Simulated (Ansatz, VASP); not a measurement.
# Cross-check of GaSb between VASP and Ansatz, part 2 of 2

One calculation is typed for both programs; each brings its own data sets. How far apart do they land? The cell is taken from a series of runs on this material, whose earlier steps may have relaxed, scaled, displaced or heated it; both programs get it as it stands.

VASP 6.6.1 and Ansatz 0.2.0.

So far: Set-up; VASP: zone-centre phonons, LDA.

## (3) Ansatz: zone-centre phonons, LDA

Level of this step: Ansatz beside VASP: Kohn-Sham DFT, plane waves, LDA (Ansatz).

Ansatz runs on its PAW soft_1 files.

The same cell, functional (in two slightly different forms), mesh and smearing now go to Ansatz, which takes its cutoff from its data sets.

input.yaml reads:

```yaml
crystal:
  lattice:
    - [0.0464563597, 3.0686407608, 2.9830888405]
    - [3.0686407608, 0.0464563597, 2.9830888405]
    - [3.1150971205, 3.1150971205, 0.0]
  atoms:
    - { symbol: Ga, position: [-0.0022598991, -0.0022598991, 0.0022598991] }
    - { symbol: Sb, position: [0.7522598991, 0.7522598991, 0.7477401009] }
kpoints:
  mp_grid: { grid: [12, 12, 12] }
hamiltonian:
  xc: lda
  pseudopotentials: { kind: paw, azcp: { folder: soft_1 }, xc_functional: pbe }
scf:
  occupations: { method: methfessel_paxton, width: 0.2 }
output:
  eigenvalues: true
phonons:
  method: dfpt
```

Run with:

```console
> ansatz run input.yaml --threads 4 --pin off --max-ram 10240MiB --backend cpu --events-out ev --progress --plain --runs-dir out
```

Numbers of over 12 decimals in the logs are rounded to 6 here.

Log:

```text
zone centre: on kpoints.mp_grid the ground state, and the responses unless they are solved on pairs of k-points, stand on 476 of the mesh's 1728 k-points, reduced under 2 symmetry operations, with k and −k counted as one. Each operation leaves every solved displacement unchanged or reverses it
Engine: ansatz 0.2.0, x86_64-unknown-linux-gnu
Pseudopotentials: kind: paw
Pseudopotential: Ga, paw, valence charge 13, recommended cutoff 420 eV (normal), soft_1/Ga.paw.azcp
Pseudopotential: Sb, paw, valence charge 15, recommended cutoff 420 eV (normal), soft_1/Sb.paw.azcp
Functional definition: SPW92
  exchange = slater_x
  correlation = pw_c
Crystal: 2 atoms, lattice volume = 56.168 Å³
Basis set: ecut = 420 eV, 1105 PW (Γ), exchange–correlation on 60×60×60 points (8 copies of the dense FFT grid, shifted against one another)
Bands: 18, of which v1, the nominal top of the filled ones, is band 14 counted from 1 (13 counted from 0)
Symmetry: 4 space group operations
k-points: 476 of 1728 (irreducible under 2 space group operations, time reversal used)
Non-local potential: Ga, projectors of the file, l = 0: 2, l = 1: 2, l = 2: 3, l = 3: 1
Non-local potential: Sb, projectors of the file, l = 0: 2, l = 1: 2, l = 2: 2, l = 3: 1
PAW form: soft (Blöchl's): semilocal exchange-correlation on the pseudo side does not see the compensation charge
PAW frozen core: Ga, regenerated for the run's functional, and the local potential with it (the file was generated under x = pbe(κ = 0.804, μ = 0.219515), c = pbe(β = 0.066725))
PAW frozen core: Sb, regenerated for the run's functional, and the local potential with it (the file was generated under x = pbe(κ = 0.804, μ = 0.219515), c = pbe(β = 0.066725))
PAW one-centre angular grid: Ga, 590 points (default); XC on 64 Gauss nodes
PAW one-centre angular grid: Sb, 590 points (default); XC on 64 Gauss nodes
Initial density: superposition of atomic densities (chi_scale 0.1, normalization cell, long waves kept (reshape's long-wave potential 0.00 eV rms))
Initial wavefunctions: pseudopotential atomic-orbital guess
Functional: x = slater, c = lda
SCF iter   1: F=—  HF=-10043.237782 eV  |F-HF|=—  |Δ(HF+E_count)|=         —  Δρ=3.10e-2  dr2=4.48e-1  ethr=3.10e-3  ⟨swp⟩=5.5  Hψ=43778  notcnv=0
preconditioner: auto → Kerker (q_TF=auto, 2.429 Å⁻¹)  [metal: Δε(μ)=0.093 eV  Ē_g=14.891 eV  σ=0.200 eV  W_gap=0.38  n_scr=14 (ndim 8)  ℏωp=21.0 eV  f_vac=0.005  D(μ)=0.04/eV (n_scr^D=0)]
SCF iter   2: F=—  HF=-10043.170801 eV  |F-HF|=—  |Δ(HF+E_count)|=   6.70e-2  S|Δr|=    0.00e0  Δρ=1.97e-2  dr2=2.10e-1  ethr=1.60e-3  ⟨swp⟩=1.0  Hψ=12400  notcnv=0
SCF iter   3: F=—  HF=-10043.111326 eV  |F-HF|=—  |Δ(HF+E_count)|=   5.95e-2  S|Δr|=    0.00e0  Δρ=3.51e-3  dr2=1.53e-2  ethr=7.49e-4  ⟨swp⟩=2.3  Hψ=10344  notcnv=0
SCF iter   4: F=—  HF=-10043.109752 eV  |F-HF|=—  |Δ(HF+E_count)|=   1.57e-3  S|Δr|=    0.00e0  Δρ=1.69e-3  dr2=3.61e-3  ethr=5.47e-5  ⟨swp⟩=2.0  Hψ=11530  notcnv=0
SCF iter   5: F=—  HF=-10043.110262 eV  |F-HF|=—  |Δ(HF+E_count)|=   5.10e-4  S|Δr|=    0.00e0  Δρ=1.69e-3  dr2=1.15e-3  ethr=1.29e-5  ⟨swp⟩=2.0  Hψ=12854  notcnv=0
SCF iter   6: F=—  HF=-10043.109094 eV  |F-HF|=—  |Δ(HF+E_count)|=   1.17e-3  S|Δr|=    0.00e0  Δρ=2.97e-4  dr2=2.95e-5  ethr=4.10e-6  ⟨swp⟩=2.0  Hψ=12816  notcnv=0
SCF iter   7: F=—  HF=-10043.109158 eV  |F-HF|=—  |Δ(HF+E_count)|=   6.40e-5  S|Δr|=    0.00e0  Δρ=9.97e-5  dr2=4.10e-6  ethr=1.05e-7  ⟨swp⟩=2.0  Hψ=12859  notcnv=0
SCF iter   8: F=—  HF=-10043.109159 eV  |F-HF|=—  |Δ(HF+E_count)|=   1.48e-6  S|Δr|=    0.00e0  Δρ=1.87e-5  dr2=1.22e-7  ethr=1.46e-8  ⟨swp⟩=2.9  Hψ=15533  notcnv=0
SCF iter   9: F=—  HF=-10043.109159 eV  |F-HF|=—  |Δ(HF+E_count)|=   9.55e-8  S|Δr|=    0.00e0  Δρ=5.68e-6  dr2=2.64e-8  ethr=4.34e-10  ⟨swp⟩=2.0  Hψ=12575  notcnv=0
SCF iter  10: F=—  HF=-10043.109159 eV  |F-HF|=—  |Δ(HF+E_count)|=   1.45e-8  S|Δr|=    0.00e0  Δρ=1.55e-6  dr2=2.93e-9  ethr=9.41e-11  ⟨swp⟩=2.7  Hψ=13611  notcnv=0
SCF iter  11: F=—  HF=-10043.109159 eV  |F-HF|=—  |Δ(HF+E_count)|=  4.00e-10  S|Δr|=    0.00e0  Δρ=4.77e-7  dr2=2.34e-10  ethr=1.05e-11  ⟨swp⟩=2.6  Hψ=12192  notcnv=0
SCF iter  12: F=-10043.109159 eV  HF=-10043.109159 eV  |F-HF|=0.00e0  |Δ(HF+E_count)|=  7.64e-11  S|Δr|=    0.00e0  Δρ=1.15e-7  dr2=9.08e-12  ethr=1.00e-12  ⟨swp⟩=5.2  Hψ=43950  notcnv=0
SCF 1 converged in 12 iterations: F = -10043.109159 eV  dr2 = 9.08e-12
  greatest PAW one-centre occupation: 0.996 electrons in one spin orbital (limit 2), on the Sb atom at site 1 (counted from 0), in its partial waves of l = 2
DFPT response loops at Γ: preconditioner auto → Kerker (q_TF=auto, 2.429 Å⁻¹) (partly filled bands, converged f_vac=0.071); β = 1.00, the filter's whole step (`scf.mixing.beta` (0.50) is not read by the response loops under this deck's `scf.mixing.preconditioner`; to damp them name `kerker` or `kerker_dos`, under which they read `scf.mixing.beta`, and type it under 1.00, their step now; both keys bind the ground state too); Broyden in place of MSR1
SCF converged after 12 iterations
Stability not checked: this state was not tested for a lower state beside it, because cold or Methfessel-Paxton smearing, or corrected tetrahedra, fill the levels in a way that the test cannot read (fill_not_monotonic; see scf.lower_state_search)
Free energy (F): -10043.109159 eV
Harris-Foulkes:  -10043.109159 eV  (|F-HF|=0.00e0)
Internal energy: -10043.109456 eV  (E = F + TS)
E sigma→0 (E₀):  -10043.109234 eV
Entropy (-TS):   0.000297 eV (0.149 meV/atom)
Fermi energy:    7.819002 eV
Step filling:    the computed levels leave a gap of 0.0700 eV = 0.4 smearing widths at the electron count; against every level under it full and every level over it empty, smearing changes F+E_penalty+E_count by +0.184 meV and its σ→0 estimate by +0.110 meV
--- Per-component energies (eV) ---
  E_band       = -261.393573
  E_kinetic    = 277.368073
  E_local      = -3361.781767  (includes V_loc(G=0)·N_el)
  E_nonlocal   = 302.814543
  E_hartree    = 1719.156542
  E_xc         = -161.380123
  E_vxc        = -147.427203  (∫ρ·V_xc dr)
  E_paw        = -6311.329315  (= ΣΔE_a)
  E_vpaw       = -770.680141  (= ΣTr[D̂ρ^β])
  E_aug_tail   = -0.000086  (compensation charges beyond the density's cutoff)
  E_ewald      = -2510.244617
  E_core_change = 2.287292  (= ΣΔE_core)
  E_smearing   = 0.000297  (= −TS)
  E_closure    = -0.000000  (closes the sum)
  Σ components = -10043.109159   (vs F -10043.109159, Δ=0.00e0)
--- Band table (eV; the first three rows and the last of 476) ---
  k-point 0: bands = [... 10 lower, -3.9180, 7.5889, 7.6507, 7.8097, 7.8797, 10.4322, 10.4932, 10.6808]
  k-point 1: bands = [... 10 lower, -3.8469, 6.3092, 7.6516, 7.6799, 8.6284, 10.5750, 10.7671, 10.8441]
  k-point 2: bands = [... 10 lower, -3.6380, 4.8982, 7.3850, 7.3934, 8.7907, 10.9490, 11.1914, 11.6902]
  k-point 475: bands = [... 10 lower, -1.3537, 0.9138, 4.8519, 5.1654, 8.3343, 8.8809, 16.4396, 16.6169]
--- Phonons (Γ-DFPT): 4 representative perturbations + reference, on 476 of 1728 k-points (Σ response iterations 12) ---
  k mesh reduced under 2 symmetry operations, with k and −k counted as one. Each operation leaves every solved displacement unchanged or reverses it
  ASR residual: 4.491e-5 → 0.000e0 eV/Å²; symmetrization residual: 2.888e-6 eV/Å²
  ASR residual per site (eV/Å²): 3.84e-5 4.49e-5
  Γ frequencies (cm⁻¹): 0.00 0.00 0.00 215.86 218.95 221.59
  non-analytic LO–TO correction: not included (Born effective charges unavailable; polar crystals: no LO–TO splitting at Γ)
```

The column dr2 measures how far the density is from self-consistency, as an energy; F and HF (Harris–Foulkes) agree once it is small.

## (4) Differences

Known differences besides the potentials themselves: the data sets hold 28 valence electrons in Ansatz (on its PAW soft_1 files) and 18 in VASP; the cutoff is 420 eV in Ansatz and 500 eV in VASP; VASP's log shows a relativistic correction to its local exchange, Ansatz's none. Total energies have different zeros and are not compared.

Both answers:

```tsv
quantity	Ansatz	VASP	difference
optical mode 1 (cm⁻¹)	215.9	217.7	-0.86 %
optical mode 2 (cm⁻¹)	218.9	220.7	-0.81 %
optical mode 3 (cm⁻¹)	221.6	223.9	-1.02 %
```

Modes are paired by rising frequency, not by their patterns, so a pair may set unlike modes beside each other; they are those without the splitting of longitudinal modes.

## (5) Summary of results

* r.m.s. difference of the optical zone-centre modes, each program's sorted by frequency (zone-centre phonons, LDA): 2.0 cm⁻¹
* difference in optical mode 3 (zone-centre phonons, LDA): -1.0 %

In words: The r.m.s. difference of the optical zone-centre modes, each program's sorted by frequency is 2.0 cm⁻¹ (zone-centre phonons, LDA). The data sets hold unlike numbers of valence electrons (28 in Ansatz and 18 in VASP), so part of the differences comes from the potentials. Among the rows given in per cent, the largest difference of the zone-centre phonons, LDA pair is in optical mode 3, -1.0 %. Such differences can come from data sets, numerical settings and the points named under the comparisons, not from the functional's error against experiment.

[Lines on the potential files, build, host, timing and source positions are cut from VASP's logs without a mark.]

[Logs are printed without paths, hosts, clocks, repeated set-up lines and the standing remarks that a program may print on its own settings, such as how far it seeks lower states.]

[Hosts, paths, dates, database ids (printed as entryN), source tags and the programs' standing remarks are cut or masked in the printed files.]
